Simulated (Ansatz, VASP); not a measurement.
## Al3O: VASP beside Ansatz

File INCAR:

```
SYSTEM = Al3O
PREC     = Accurate       ! precision mode
ENCUT    = 520            ! plane-wave cutoff, eV
EDIFF    = 1E-7           ! SCF threshold, eV
ISMEAR   = 0              ! smearing method
SIGMA    = 0.1            ! smearing width, eV
LREAL    = .FALSE.        ! projectors in reciprocal space
LASPH    = .TRUE.         ! aspherical terms in the spheres
NELM     = 100            ! most SCF steps
ALGO     = Normal         ! electronic algorithm
ISIF     = 2              ! what is computed and relaxed
LWAVE    = .FALSE.        ! write WAVECAR
LCHARG   = .TRUE.         ! write CHGCAR
LDIPOL   = .TRUE.       
IDIPOL   = 3            
DIPOL    = 0.5 0.5 0.335
LELF     = .TRUE.         ! ELF
LVHAR    = .TRUE.       
LVACPOTAV= .TRUE.       
NBANDS   = 16             ! bands
```

File KPOINTS:

```
regular mesh
0
G
  9 9 1
  0 0 0
```

The input POSCAR:

```
Al3O
1.0
    2.8168432364      0.0000000000      0.0000000000
    0.0000000000      2.8168432364      0.0000000000
    0.0000000000      0.0000000000     21.1042970937
Al O
3 1
Direct
    0.5000000000      0.5000000000      0.1895348602
    0.0000000000      0.0000000000      0.2867549192
    0.5000000000      0.5000000000      0.3840117042
    0.8333333333      0.8333333333      0.4802006458
```

Input for Ansatz:

```yaml
crystal:
  lattice:
    - [2.8168432364, 0.0, 0.0]
    - [0.0, 2.8168432364, 0.0]
    - [0.0, 0.0, 21.1042970937]
  atoms:
    - { symbol: Al, position: [0.5, 0.5, 0.1895348602] }
    - { symbol: Al, position: [0.0, 0.0, 0.2867549192] }
    - { symbol: Al, position: [0.5, 0.5, 0.3840117042] }
    - { symbol: O, position: [0.8333333333, 0.8333333333, 0.4802006458] }
basis:
  ecutwfc: 420
kpoints:
  mp_grid: { grid: [9, 9, 1] }
hamiltonian:
  xc: lda
scf:
  occupations: { method: gaussian, width: 0.1 }
  convergence: { dr2_threshold: 1.0e-06 }
output:
  forces: true
  eigenvalues: true
efield:
  axis: 3
  dipole_correction: true
  ramp_width: 0.04
```

Alike in both runs: task single point; functional LDA; k mesh 9 × 9 × 1; occupations gaussian, width 0.1 eV; no spin polarisation.

|  | VASP | Ansatz |
| --- | --- | --- |
| version | VASP 6.6.1 | Ansatz 0.2.0 |
| potentials or method | VASP PAW LDA potentials, release 64 (Al, O) | scalar-relativistic, plane waves, PAW |
| plane-wave cutoff (eV) | 520 | 420 |
| valence electrons in the cell | 15 | 15 |

Ansatz gave:

* gap on the k mesh at the Fermi level (eV): none
* rms of the force components (eV/Å): 1.488

Problem. Estimate VASP's values.

Solution. gap on the k mesh at the Fermi level (eV): none; rms of the force components (eV/Å): 1.483.

Atom by atom the forces differ by 0.005 eV/Å (rms over components). A gap of «none» marks a metal or a gap that the smearing closes. Ansatz warned: «force_scf_threshold_loose».

Caveats: an odd number of electrons without spin polarisation forces a metal; a magnetic or distorted state may lie lower.
